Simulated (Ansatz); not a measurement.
input.yaml

```yaml
crystal:
  lattice:
    - [0.0, 2.6666693433, 2.6666693433]
    - [2.6666693433, 0.0, 2.6666693433]
    - [2.6666693433, 2.6666693433, 0.0]
  atoms:
    - { symbol: Cd, position: [0.0, 0.0, 0.0] }
    - { symbol: F, position: [0.25, 0.25, 0.25] }
    - { symbol: F, position: [0.75, 0.75, 0.75] }
basis:
  ecutwfc: 420
kpoints:
  mp_grid: { grid: [8, 8, 8] }
hamiltonian:
  xc: pbe
  dispersion: d3bj
scf:
  occupations: { method: gaussian, width: 0.02 }
output:
  forces: true
  stress: true
  eigenvalues: true
  write_density: true
  write_potential: true
  elf: true
  volumetric_format: npy
```

Launched with
```bash
ansatz run input.yaml --threads 1 --pin off --max-ram 2560MiB --backend cpu --events-out ev --progress --plain --runs-dir out
```

The calculation used DFT PBE+D3(BJ), scalar-relativistic, plane waves, PAW in Ansatz.

Abridged output:

```
Pseudopotentials: kind: paw
Pseudopotential: Cd, paw, valence charge 20, recommended cutoff 420 eV (normal)
Pseudopotential: F, paw, valence charge 7, recommended cutoff 420 eV (normal)
Functional definition: PBE
Crystal: 3 atoms, lattice volume = 37.926 Å³
Basis set: ecut = 420 eV, 725 PW (Γ), exchange–correlation on 54×54×54 points (8 copies of the dense FFT grid, shifted against one another)
Bands: 21, of which v1, the nominal top of the filled ones, is band 17 counted from 1 (16 counted from 0)
Symmetry: 48 space group operations
Space group: Fm-3m (ITA 225), of the structure as read, at distance tolerance 3.4e-5 Å
k-points: 29 of 512
Initial density: superposition of atomic densities (neutral atoms: chi_scale 0, normalization atom), corrected by the library's trained network
Initial wavefunctions: pseudopotential atomic-orbital guess
Functional: x = pbe(κ = 0.804, μ = 0.21951497), c = pbe(β = 0.06672455)
SCF iter   1: F=—  HF=-9872.598727 eV  |F-HF|=—  |Δ(HF+E_count)|=         —  Δρ=6.72e-4  dr2=3.99e-5  ethr=1.77e-3  ⟨swp⟩=5.2  Hψ=2540  notcnv=0
SCF iter   2: F=—  HF=-9872.599730 eV  |F-HF|=—  |Δ(HF+E_count)|=   1.00e-3  Δρ=3.09e-4  dr2=1.54e-5  ethr=1.17e-7  ⟨swp⟩=3.0  Hψ=1570  notcnv=0
SCF iter   3: F=—  HF=-9872.599793 eV  |F-HF|=—  |Δ(HF+E_count)|=   6.34e-5  Δρ=1.80e-4  dr2=2.21e-6  ethr=4.52e-8  ⟨swp⟩=2.0  Hψ=984  notcnv=0
SCF iter   4: F=—  HF=-9872.599820 eV  |F-HF|=—  |Δ(HF+E_count)|=   2.71e-5  Δρ=8.07e-5  dr2=4.82e-7  ethr=6.49e-9  ⟨swp⟩=2.0  Hψ=956  notcnv=0
SCF iter   5: F=-9872.599828 eV  HF=-9872.599828 eV  |F-HF|=3.78e-7  |Δ(HF+E_count)|=   7.26e-6  Δρ=2.44e-5  dr2=7.32e-8  ethr=1.42e-9  ⟨swp⟩=2.0  Hψ=986  notcnv=0
SCF iter   6: F=-9872.599828 eV  HF=-9872.599828 eV  |F-HF|=1.48e-8  |Δ(HF+E_count)|=   4.14e-7  Δρ=4.84e-6  dr2=2.82e-9  ethr=2.15e-10  ⟨swp⟩=5.0  Hψ=3391  notcnv=0
SCF 1 converged in 6 iterations: F = -9872.599828 eV  dr2 = 2.82e-9
SCF converged after 6 iterations
Free energy (F): -9872.599828 eV
Harris-Foulkes:  -9872.599828 eV  (|F-HF|=1.48e-8)
Internal energy: -9872.599828 eV  (E = F + TS)
E sigma→0 (E₀):  -9872.599828 eV
Fermi energy:    8.526338 eV
--- Per-component energies (eV) ---
  E_band       = -465.353385
  E_kinetic    = 920.131965
  E_local      = -4173.808404  (includes V_loc(G=0)·N_el)
  E_nonlocal   = 184.413674
  E_hartree    = 1853.792351
  E_xc         = -335.712775
  E_vxc        = -425.392210  (∫ρ·V_xc dr)
  E_paw        = -4488.162843  (= ΣΔE_a)
  E_vpaw       = -678.286373  (= ΣTr[D̂ρ^β])
  E_aug_tail   = 0.004160  (compensation charges beyond the density's cutoff)
  E_ewald      = -3832.739817
  E_disp       = -0.518139  (pairwise vdW)
  E_smearing   =  0.000000  (= −TS)
--- Forces (eV/Å), atoms counted from 1 ---
  atom   1  Cd     0.00000000     0.00000000     0.00000000
  atom   2  F      0.00000000     0.00000000     0.00000000
  atom   3  F      0.00000000     0.00000000     0.00000000
--- Stress (GPa, compression-positive) ---
        7.138096       0.000000       0.000000
        0.000000       7.138096       0.000000
        0.000000       0.000000       7.138096
  P = ⅓ Tr σ = 7.1381 GPa (71.381 kbar)
--- Band table (eV; the first three rows and the last of 29) ---
  k-point 0: bands = ["-91.4060", "-52.5171", "-52.5171", "-52.5171", "-14.0534", "-12.8669", "1.2085", "1.2085", "1.2085", "2.5529", "2.5529", "5.8625", "5.8625", "5.8625", "6.4631", "6.4631", "6.4631", "10.1322", "19.7649", "19.7649", "19.7649"]
  k-point 1: bands = ["-91.4060", "-52.5175", "-52.5172", "-52.5172", "-13.9998", "-12.9147", "1.2720", "1.2720", "1.3867", "2.5317", "2.5317", "5.3885", "5.7636", "5.7636", "6.3358", "6.4644", "6.4644", "10.7204", "19.0509", "20.0087", "20.0087"]
  k-point 2: bands = ["-91.4059", "-52.5186", "-52.5173", "-52.5173", "-13.8543", "-13.0437", "1.4194", "1.4194", "1.8682", "2.5128", "2.5128", "4.6347", "5.4777", "5.4777", "5.7809", "6.4901", "6.4901", "12.0502", "17.8718", "20.6418", "20.6418"]
  k-point 28: bands = ["-91.4059", "-52.5192", "-52.5192", "-52.5182", "-13.4094", "-13.4094", "1.8151", "2.1906", "2.2695", "2.4232", "2.4232", "3.3621", "4.2741", "5.3314", "5.3314", "6.2504", "6.9202", "15.2753", "18.5118", "18.8421", "18.8421"]
```

The run converged.

It took 1.5 s on 1 thread of Arm Neoverse V2, with other jobs on the host, peak memory 0.29 GiB.